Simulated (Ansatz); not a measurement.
System: α-phase Li3N. Method: r²SCAN0 (plane waves, PAW; Ansatz, a first-principles code).

Settings: plane-wave cutoff 520 eV, 9×9×8 k mesh (along the axes of the cell as run), Fermi–Dirac smearing 0.01 eV, scalar-relativistic PAW data made under PBE.

The cell has the measured lattice parameters. Conventional cell: a = 3.6520 Å, b = 3.6520 Å, c = 3.8660 Å, α = 90.00°, β = 90.00°, γ = 120.00°.

```
CELL_PARAMETERS angstrom
     -1.82600    -3.16273     0.00000
     -1.82600     3.16273     0.00000
      0.00000     0.00000    -3.86600
ATOMIC_POSITIONS crystal
  Li 0.33333 0.66667 0.00000
  Li 0.66667 0.33333 0.00000
  Li 0.00000 0.00000 0.50000
  N  0.00000 0.00000 0.00000
```

### Question
List the 5 lowest band energies at Γ above −25 eV (eV, relative to the valence band maximum), grouping those that round alike.

### Answer
At Γ: -13.28, -1.62, -0.22 (×2), 2.87.

Note: cell and atoms aren't relaxed at this level (pressure -2.5 GPa).
